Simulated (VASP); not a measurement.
# WS2 (P6_3/mmc) in VASP: single point with PBEsol

Aim: the single point of WS2 with PBEsol.

Everything below comes from runs of VASP 6.6.1. Logs are shortened: lines on timing, memory, paths and dates and some standing lists are left out, and cuts for length are marked.

## Step 1: Starting point

Symmetry: P6_3/mmc, No. 194, hexagonal system. The conventional cell has a = 3.147 Å, b = 3.147 Å, c = 12.681 Å, α = 90.00°, β = 90.00°, γ = 120.00°. W (site symmetry -6m2) has 6 S at 2.40 Å as nearest neighbours. S (site symmetry 3m) is surrounded by 3 W at 2.40 Å.

The cell is a database's computed one.

## Step 2: Single point, PBEsol, non-collinear spin, zero start, spin-orbit coupling

File INCAR:

```
SYSTEM = WS2
PREC = Accurate
ENCUT = 520
EDIFF = 1E-7
ISMEAR = 0
SIGMA = 0.02
LREAL = .False.
LASPH = .True.
NELM = 80
ALGO = Normal
ISIF = 2
LWAVE = .False.
LCHARG = .False.
MAGMOM = 0 0 0 0 0 0 0 0 0 0 0 0 0 0 0 0 0 0
LORBIT = 11
LSORBIT = .True.
GGA_COMPAT = .False.
LMAXMIX = 4
GGA = PS
```

File KPOINTS:

```
regular mesh
0
Gamma
  12 12 2
  0 0 0
```

File POSCAR:

```
WS2
1.0
    3.1468500000      0.0000000000      0.0000000000
   -1.5734200000      2.7252500000      0.0000000000
    0.0000000000      0.0000000000     12.6806900000
W S
2 4
Direct
    0.3333300000      0.6666700000      0.2500000000
    0.6666700000      0.3333300000      0.7500000000
    0.3333300000      0.6666700000      0.6263300000
    0.6666700000      0.3333300000      0.1263300000
    0.3333300000      0.6666700000      0.8736700000
    0.6666700000      0.3333300000      0.3736700000
```

Potentials or basis: VASP PAW PBE potentials, release 64 (W_sv, S).

On the command line:

```bash
$ cat potpaw_PBE.64/W_sv/POTCAR potpaw_PBE.64/S/POTCAR > POTCAR
$ mpirun -np 1 vasp_ncl > vasp.out
```

OUTCAR:

```text
SYSTEM = WS2
   PREC = Accurate
   ENCUT = 520
   EDIFF = 1E-7
   ISMEAR = 0
   LREAL = .False.
   LASPH = .True.
   NELM = 80
   ISIF = 2
   LORBIT = 11
   LSORBIT = .True.
   GGA = PS

 ion  position               nearest neighbor table
   1  0.333  0.667  0.250-   4 2.40   6 2.40   4 2.40   6 2.40   4 2.40   6 2.40
   2  0.667  0.333  0.750-   3 2.40   5 2.40   3 2.40   5 2.40   3 2.40   5 2.40
   3  0.333  0.667  0.626-   2 2.40   2 2.40   2 2.40
   4  0.667  0.333  0.126-   1 2.40   1 2.40   1 2.40
   5  0.333  0.667  0.874-   2 2.40   2 2.40   2 2.40
   6  0.667  0.333  0.374-   1 2.40   1 2.40   1 2.40

  LATTYP: Found a hexagonal cell.
 ALAT       =     3.1468500000
 C/A-ratio  =     4.0296455185

  Lattice vectors:

 A1 = (   3.1468500000,   0.0000000000,   0.0000000000)
 A2 = (  -1.5734200000,   2.7252500000,   0.0000000000)
 A3 = (   0.0000000000,   0.0000000000,  12.6806900000)

Analysis of symmetry for initial positions (statically):
=====================================================================
 Subroutine PRICEL returns:
 Original cell was already a primitive cell.

 Routine SETGRP: Setting up the symmetry group for a
 hexagonal supercell.

 Subroutine GETGRP returns: Found  8 space group operations
 (whereof  4 operations were pure point group operations)
 out of a pool of 24 trial point group operations.

The static configuration has the point symmetry C_2h.
 The point group associated with its full space group is D_2h.

Analysis of symmetry for dynamics (positions and initial velocities):
=====================================================================
 Subroutine PRICEL returns:
 Original cell was already a primitive cell.

 Routine SETGRP: Setting up the symmetry group for a
 hexagonal supercell.

 Subroutine GETGRP returns: Found  8 space group operations
 (whereof  4 operations were pure point group operations)
 out of a pool of 24 trial point group operations.

The dynamic configuration has the point symmetry C_2h.
 The point group associated with its full space group is D_2h.

Analysis of structural, dynamic, and magnetic symmetry:
=====================================================================
 Subroutine PRICEL returns:
 Original cell was already a primitive cell.

 Routine SETGRP: Setting up the symmetry group for a
 hexagonal supercell.

 Subroutine GETGRP returns: Found  8 space group operations
 (whereof  4 operations were pure point group operations)
 out of a pool of 24 trial point group operations.

The overall configuration has the point symmetry C_2h.
 The point group associated with its full space group is D_2h.

 Subroutine INISYM returns: Found  8 space group operations
 (whereof  4 operations are pure point group operations),
 and found     1 'primitive' translations

----------------------------------------------------------------------------------------

                                     Primitive cell

  volume of cell :     108.7490

  direct lattice vectors                    reciprocal lattice vectors
     3.146850000  0.000000000  0.000000000     0.317778096  0.183468823  0.000000000
    -1.573420000  2.725250000  0.000000000     0.000000000  0.366938813  0.000000000
     0.000000000  0.000000000 12.680690000     0.000000000  0.000000000  0.078860062

  length of vectors
     3.146850000  3.146845732 12.680690000     0.366938315  0.366938813  0.078860062

  position of ions in fractional coordinates (direct lattice)
     0.333330000  0.666670000  0.250000000
     0.666670000  0.333330000  0.750000000
     0.333330000  0.666670000  0.626330000
     0.666670000  0.333330000  0.126330000
     0.333330000  0.666670000  0.873670000
     0.666670000  0.333330000  0.373670000

  ion indices of the primitive-cell ions
   primitive index   ion index
                 1           1
                 2           2
                 3           3
                 4           4
                 5           5
[... 104 lines left out ...]
 Gauss-broadening in eV      SIGMA  =   0.02
  energy-cutoff  :      520.00
  volume of cell :      108.75
 maximum number of plane-waves:      5914
   NGX = 11   NGY = 11   NGZ = 47

 number of electron      52.0000000 magnetization       0.0000000      0.0000000      0.0000000

 number of electron      51.9999991 magnetization      -0.0000000     -0.0000000     -0.0000000

 number of electron      51.9999991 magnetization      -0.0000000      0.0000000     -0.0000000

 number of electron      51.9999991 magnetization      -0.0000000      0.0000000      0.0000000

 Free energy of the ion-electron system (eV)
  ---------------------------------------------------
  ext. energy  EPLUGINS =         0.00000000
  ---------------------------------------------------
  free energy    TOTEN  =       -52.07084064 eV

  energy without entropy =      -52.07084064  energy(sigma->0) =      -52.07084064

 E-fermi :   7.2220     XC(G=0): -10.9497

 val. band max:        6.9819563918   @ k =   0.0000   0.0000   0.0000
 cond. band min:       8.0450477674   @ k =  -0.1667   0.3333   0.0000
 fundamental gap:      1.0630913756
 Fermi energy:         7.2220462880

 k-point     1 :       0.0000    0.0000    0.0000
  band No.  band energies     occupation
      1     -67.4647      1.00000
      2     -67.4647      1.00000
      3     -67.4647      1.00000
      4     -67.4647      1.00000
      5     -37.5301      1.00000
      6     -37.5301      1.00000
[... 1549 lines left out ...]
     61      10.0367      0.00000
     62      10.0370      0.00000

 [... further k-points ...]

------------------------ aborting loop because EDIFF is reached ----------------------------------------

  FORCE on cell =-STRESS in cart. coord.  units (eV):
  Direction    XX          YY          ZZ          XY          YZ          ZX
  --------------------------------------------------------------------------------------
  -------------------------------------------------------------------------------------
  Total        0.1610596      0.1615183      0.1354200      0.0003977      0.0000000      0.0000000
  in kB        2.3728592      2.3796165      1.9951161      0.0058594      0.0000000      0.0000000
  external PRESSURE =       2.2491973 kB  Pullay stress =       0.0000000 kB

 VOLUME and BASIS-vectors are now :
 -----------------------------------------------------------------------------
  energy-cutoff  :      520.00
  volume of cell :      108.75
      direct lattice vectors                 reciprocal lattice vectors
     3.146850000  0.000000000  0.000000000     0.317778096  0.183468823  0.000000000
    -1.573420000  2.725250000  0.000000000     0.000000000  0.366938813  0.000000000
     0.000000000  0.000000000 12.680690000     0.000000000  0.000000000  0.078860062

 POSITION                                       TOTAL-FORCE (eV/Angst)
 -----------------------------------------------------------------------------------
     -0.00001      1.81684      3.17017         0.000677     -0.000391     -0.000000
      1.57344      0.90841      9.51052        -0.000677      0.000391     -0.000000
     -0.00001      1.81684      7.94230         0.000339     -0.000196     -0.026973
      1.57344      0.90841      1.60195        -0.000339      0.000196     -0.026973
     -0.00001      1.81684     11.07874         0.000339     -0.000196      0.026973
      1.57344      0.90841      4.73839        -0.000339      0.000196      0.026973
 -----------------------------------------------------------------------------------
    total drift:                                0.000000      0.000000      0.000000

  FREE ENERGIE OF THE ION-ELECTRON SYSTEM (eV)
  ---------------------------------------------------
  free  energy   TOTEN  =       -52.0708406358 eV

  energy  without entropy=      -52.0708406358  energy(sigma->0) =      -52.07084064

 Spin-Orbit-Coupling matrix elements

 Ion:    1  E_soc:     -1.4938783
 l=   1
     0.0000000    -0.2221865    -0.2231461
    -0.2221865     0.0000000    -0.2221866
    -0.2231461    -0.2221866     0.0000000
 l=   2
     0.0000000    -0.0050719     0.0000000    -0.0050719    -0.0222691
    -0.0050719     0.0000000    -0.0162664    -0.0043302    -0.0050719
     0.0000000    -0.0162664     0.0000000    -0.0162665     0.0000000
    -0.0050719    -0.0043302    -0.0162665     0.0000000    -0.0050720
    -0.0222691    -0.0050719     0.0000000    -0.0050720     0.0000000
 l=   3
     0.0000000     0.0000000     0.0000000     0.0000000     0.0000000     0.0000000     0.0000000
     0.0000000     0.0000000     0.0000000     0.0000000     0.0000000     0.0000000     0.0000000
     0.0000000     0.0000000     0.0000000     0.0000000     0.0000000     0.0000000     0.0000000
     0.0000000     0.0000000     0.0000000     0.0000000     0.0000000     0.0000000     0.0000000
[... 89 lines left out ...]
 l=   2
     0.0000000     0.0000000     0.0000000     0.0000000     0.0000000
     0.0000000     0.0000000     0.0000000     0.0000000     0.0000000
     0.0000000     0.0000000     0.0000000     0.0000000     0.0000000
     0.0000000     0.0000000     0.0000000     0.0000000     0.0000000
     0.0000000     0.0000000     0.0000000     0.0000000     0.0000000
 l=   3
     0.0000000     0.0000000     0.0000000     0.0000000     0.0000000     0.0000000     0.0000000
     0.0000000     0.0000000     0.0000000     0.0000000     0.0000000     0.0000000     0.0000000
     0.0000000     0.0000000     0.0000000     0.0000000     0.0000000     0.0000000     0.0000000
     0.0000000     0.0000000     0.0000000     0.0000000     0.0000000     0.0000000     0.0000000
     0.0000000     0.0000000     0.0000000     0.0000000     0.0000000     0.0000000     0.0000000
     0.0000000     0.0000000     0.0000000     0.0000000     0.0000000     0.0000000     0.0000000
     0.0000000     0.0000000     0.0000000     0.0000000     0.0000000     0.0000000     0.0000000

 total charge

# of ion       s       p       d       tot
------------------------------------------
    1        2.326   6.343   3.425  12.094
    2        2.326   6.343   3.425  12.094
    3        1.353   2.347   0.000   3.700
    4        1.353   2.347   0.000   3.700
    5        1.353   2.347   0.000   3.700
    6        1.353   2.347   0.000   3.700
--------------------------------------------------
tot         10.065  22.074   6.849  38.989

 magnetization (x)

# of ion       s       p       d       tot
------------------------------------------
    1        0.000   0.000   0.000   0.000
    2        0.000   0.000  -0.000  -0.000
    3        0.000   0.000   0.000   0.000
    4       -0.000  -0.000   0.000  -0.000
    5       -0.000  -0.000   0.000  -0.000
    6        0.000   0.000   0.000   0.000
--------------------------------------------------
tot          0.000   0.000  -0.000  -0.000

 magnetization (y)

# of ion       s       p       d       tot
------------------------------------------
    1        0.000   0.000   0.000   0.000
    2       -0.000   0.000   0.000   0.000
    3        0.000   0.000   0.000   0.000
    4       -0.000  -0.000   0.000  -0.000
    5       -0.000  -0.000   0.000  -0.000
    6        0.000   0.000   0.000   0.000
--------------------------------------------------
tot          0.000   0.000   0.000   0.000

 magnetization (z)

# of ion       s       p       d       tot
------------------------------------------
    1        0.000   0.000   0.000   0.000
    2        0.000   0.000   0.000   0.000
    3        0.000   0.000   0.000   0.000
    4        0.000   0.000   0.000   0.000
    5        0.000   0.000   0.000   0.000
    6        0.000   0.000   0.000   0.000
--------------------------------------------------
tot          0.000   0.000   0.000   0.000
```

Run time: 19 min. Hardware: 1 thread of Intel Xeon Platinum 8259CL at 2.50GHz (Skylake/Cascade Lake), shared host; peak memory 0.95 GiB.

Results:

```yaml
Free_energy: -52.0708 eV
Pressure: 0.2 GPa
Largest_force: 0.027 eV/Å
Net_moment: 0.00 μB per cell
Valence_electrons_inside_the_program's_atomic_spheres: W 12.09; S 3.70
```

Forces in eV/Å, atoms in the order of the input:
```
W    0.001  0.000  0.000
W   -0.001  0.000  0.000
S    0.000  0.000 -0.027
S    0.000  0.000 -0.027
S    0.000  0.000  0.027
S    0.000  0.000  0.027
```

Moments on the atoms (μB; x, y, z):
```
W   0.00 0.00 0.00
W   0.00 0.00 0.00
S   0.00 0.00 0.00
S   0.00 0.00 0.00
S   0.00 0.00 0.00
S   0.00 0.00 0.00
```

Caveat: the PAW data sets were made with another functional, which shifts forces and pressure a little; this functional lacks dispersion, which binds the layers, so the pressure and a relaxed spacing across them are unreliable.
